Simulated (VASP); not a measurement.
# Cu (Fm-3m) in VASP: a series of runs, part 2 of 2

VASP 6.6.1. The steps go on from the part before.

## (3) Equation of state, PBE+D3(BJ), 10.89 Å³/atom (a relaxed cell with its volume scaled by 0.96)

INCAR

```
SYSTEM = Cu
PREC = Accurate ; ENCUT = 520
EDIFF = 1E-7 ; ISMEAR = -1
SIGMA = 0.05 ; LREAL = .FALSE.
LASPH = .TRUE. ; NELM = 100
ALGO = Normal ; ISIF = 2
LWAVE = .FALSE. ; LCHARG = .FALSE.
GGA = PE ; IVDW = 12
```

KPOINTS

```
Automatic mesh
0
G
  12 12 12
  0 0 0
```

POSCAR

```
Cu                                      
1.0
   -0.0000000000      1.7592729400      1.7592729400
    1.7592729400     -0.0000000000      1.7592729400
    1.7592729400      1.7592729400      0.0000000000
  Cu            
     1
Direct
     0.0000000000000000    0.0000000000000000    0.0000000000000000
```

Potentials or basis: VASP PAW PBE potentials, release 64 (Cu).

The run is started by

```console
$ cat potpaw_PBE.64/Cu/POTCAR > POTCAR
$ mpirun -np 1 vasp_std > vasp.out
```

OUTCAR:

```text
SYSTEM = Cu
   PREC = Accurate
   ENCUT = 520
   EDIFF = 1E-7
   ISMEAR = -1
   LREAL = .FALSE.
   LASPH = .TRUE.
   NELM = 100
   ISIF = 2
   GGA = PE
   IVDW = 12
 IVDW          = 12

 ion  position               nearest neighbor table
   1  0.000  0.000  0.000-

  LATTYP: Found a face centered cubic cell.
 ALAT       =     3.5185458800

  Lattice vectors:

 A1 = (   0.0000000000,   1.7592729400,   1.7592729400)
 A2 = (   1.7592729400,   0.0000000000,   1.7592729400)
 A3 = (   1.7592729400,   1.7592729400,   0.0000000000)

Analysis of symmetry for initial positions (statically):
=====================================================================
 Subroutine PRICEL returns:
 Original cell was already a primitive cell.

 Routine SETGRP: Setting up the symmetry group for a
 face centered cubic supercell.

 Subroutine GETGRP returns: Found 48 space group operations
 (whereof 48 operations were pure point group operations)
 out of a pool of 48 trial point group operations.

The static configuration has the point symmetry O_h .
[... 162 lines left out ...]
 cond. band min:       8.5982860109   @ k =   0.5000   0.3333   0.1667
 fundamental gap:      0.1504489443
 Fermi energy:         8.5799579751

 k-point     1 :       0.0000    0.0000    0.0000
  band No.  band energies     occupation
      1      -1.3521      2.00000
      2       5.3418      2.00000
      3       5.3418      2.00000
      4       5.3418      2.00000
      5       6.2741      2.00000
      6       6.2741      2.00000
      7      31.8750      0.00000
      8      35.1615      0.00000
      9      35.1615      0.00000
[... 265 lines left out ...]
 k-point    24 :      -0.4167    0.1667    0.0000
  band No.  band energies     occupation
      1       3.6012      2.00000
      2       4.9251      2.00000
      3       5.5056      2.00000
      4       5.6268      2.00000
      5       6.8057      2.00000
      6       9.6535      0.00000
      7      13.3671      0.00000
      8      24.1642      0.00000
      9      28.8654      0.00000

 [... further k-points ...]

------------------------ aborting loop because EDIFF is reached ----------------------------------------

 Edisp (eV)   -0.63425

 E8    (eV) :    -0.2722

  FORCE on cell =-STRESS in cart. coord.  units (eV):
  Direction    XX          YY          ZZ          XY          YZ          ZX
  --------------------------------------------------------------------------------------
  -------------------------------------------------------------------------------------
  Total       0.50459     0.50459     0.50459    -0.00000     0.00000     0.00000
  in kB      74.23669    74.23669    74.23669    -0.00000     0.00000     0.00000
  external pressure =       74.24 kB  Pullay stress =        0.00 kB

 VOLUME and BASIS-vectors are now :
 -----------------------------------------------------------------------------
  energy-cutoff  :      520.00
  volume of cell :       10.89
      direct lattice vectors                 reciprocal lattice vectors
     0.000000000  1.759272940  1.759272940    -0.284208316  0.284208316  0.284208316
     1.759272940  0.000000000  1.759272940     0.284208316 -0.284208316  0.284208316
     1.759272940  1.759272940  0.000000000     0.284208316  0.284208316 -0.284208316

 POSITION                                       TOTAL-FORCE (eV/Angst)
 -----------------------------------------------------------------------------------
      0.00000      0.00000      0.00000         0.000000      0.000000      0.000000
 -----------------------------------------------------------------------------------
    total drift:                                0.000000     -0.000000      0.000000

  FREE ENERGIE OF THE ION-ELECTRON SYSTEM (eV)
  ---------------------------------------------------
  free  energy   TOTEN  =        -4.3056211359 eV

  energy  without entropy=       -4.3033306964  energy(sigma->0) =       -4.30447592
```

Run time: 3.8 s. Hardware: 1 thread of Intel Xeon 6975P-C (Granite Rapids), shared host; peak memory 0.13 GiB.

What came out:

```yaml
Free_energy: -4.3056 eV
Pressure: 7.4 GPa
Band_gap_on_the_k_mesh: none (metal or under the smearing width)
Dispersion_energy_per_atom: -0.634 eV
```

Caveat: pairwise dispersion overbinds metals, which lowers pressure and volume.

## (4) Equation of state, PBE+D3(BJ), 11.12 Å³/atom (a relaxed cell with its volume scaled by 0.98)

INCAR is that of step 3.

KPOINTS is that of step 3.

POSCAR

```
Cu                                      
1.0
   -0.0000000000      1.7714062403      1.7714062403
    1.7714062403     -0.0000000000      1.7714062403
    1.7714062403      1.7714062403      0.0000000000
  Cu            
     1
Direct
     0.0000000000000000    0.0000000000000000    0.0000000000000000
```

The run is started by

```console
$ cat potpaw_PBE.64/Cu/POTCAR > POTCAR
$ mpirun -np 1 vasp_std > vasp.out
```

It took 3.9 s on 1 thread of Intel Xeon 6975P-C (Granite Rapids), shared host; peak memory 0.13 GiB.

The run converged. Its results:

```yaml
Free_energy: -4.3134 eV
Pressure: 3.5 GPa
Band_gap_on_the_k_mesh: none (metal or under the smearing width)
Dispersion_energy_per_atom: -0.621 eV
```

Caveat: pairwise dispersion overbinds metals, which lowers pressure and volume.

## (5) Equation of state, PBE+D3(BJ), 11.34 Å³/atom

INCAR is that of step 4.

KPOINTS is that of step 4.

POSCAR

```
Cu                                      
1.0
   -0.0000000000      1.7833755645      1.7833755645
    1.7833755645     -0.0000000000      1.7833755645
    1.7833755645      1.7833755645      0.0000000000
  Cu            
     1
Direct
     0.0000000000000000    0.0000000000000000    0.0000000000000000
```

The run is started by

```console
$ cat potpaw_PBE.64/Cu/POTCAR > POTCAR
$ mpirun -np 1 vasp_std > vasp.out
```

Wall time 3.8 s (1 thread of Intel Xeon 6975P-C (Granite Rapids), shared host); peak memory 0.13 GiB.

Results (log left out):

```yaml
Free_energy: -4.3160 eV
Pressure: 0.0 GPa
Band_gap_on_the_k_mesh: none (metal or under the smearing width)
Dispersion_energy_per_atom: -0.608 eV
```

Caveat: pairwise dispersion overbinds metals, which lowers pressure and volume.

## (6) Equation of state, PBE+D3(BJ), 11.57 Å³/atom (a relaxed cell with its volume scaled by 1.02)

INCAR is that of step 5.

KPOINTS is that of step 5.

POSCAR

```
Cu                                      
1.0
   -0.0000000000      1.7951863429      1.7951863429
    1.7951863429     -0.0000000000      1.7951863429
    1.7951863429      1.7951863429      0.0000000000
  Cu            
     1
Direct
     0.0000000000000000    0.0000000000000000    0.0000000000000000
```

Potentials or basis: VASP PAW PBE potentials, release 64 (Cu).

The run is started by

```console
$ cat potpaw_PBE.64/Cu/POTCAR > POTCAR
$ mpirun -np 1 vasp_std > vasp.out
```

Run time: 4 s. Hardware: 1 thread of Intel Xeon 6975P-C (Granite Rapids), shared host; peak memory 0.13 GiB.

It converged, with:

| Property | Result |
| --- | --- |
| Free energy | -4.3138 eV |
| Pressure | -3.1 GPa |
| Band gap on the k mesh | none (metal or under the smearing width) |
| Dispersion energy per atom | -0.596 eV |

Caveat: pairwise dispersion overbinds metals, which lowers pressure and volume.

## (7) Equation of state, PBE+D3(BJ), 11.80 Å³/atom (a relaxed cell with its volume scaled by 1.04)

INCAR is that of step 6.

KPOINTS is that of step 6.

POSCAR

```
Cu                                      
1.0
   -0.0000000000      1.8068437237      1.8068437237
    1.8068437237     -0.0000000000      1.8068437237
    1.8068437237      1.8068437237      0.0000000000
  Cu            
     1
Direct
     0.0000000000000000    0.0000000000000000    0.0000000000000000
```

The run is started by

```console
$ cat potpaw_PBE.64/Cu/POTCAR > POTCAR
$ mpirun -np 1 vasp_std > vasp.out
```

It took 3.8 s on 1 thread of Intel Xeon 6975P-C (Granite Rapids), shared host; peak memory 0.13 GiB.

The run converged. Its results:

- Free energy: -4.3076 eV
- Pressure: -5.9 GPa
- Band gap on the k mesh: none (metal or under the smearing width)
- Dispersion energy per atom: -0.584 eV

Caveat: pairwise dispersion overbinds metals, which lowers pressure and volume.

## (8) Equation of state, PBE+D3(BJ)

This run uses another cell than the first one, of 11.34 Å³/atom, 0.960 times its volume.

This step only gathers the single runs of the series.

Results:

| Item | Value |
| --- | --- |
| Equilibrium volume | 11.35 Å³/atom |
| Bulk modulus | 164 GPa |
| Pressure derivative of the bulk modulus | 5.2 (rough: it moves with the points fitted) |

Energy against volume, from the lowest point:
| volume (Å³/atom) | energy (meV/atom) |
| --- | --- |
| 10.890 | 10.35 |
| 11.117 | 2.54 |
| 11.344 | 0.00 |
| 11.571 | 2.14 |
| 11.798 | 8.41 |
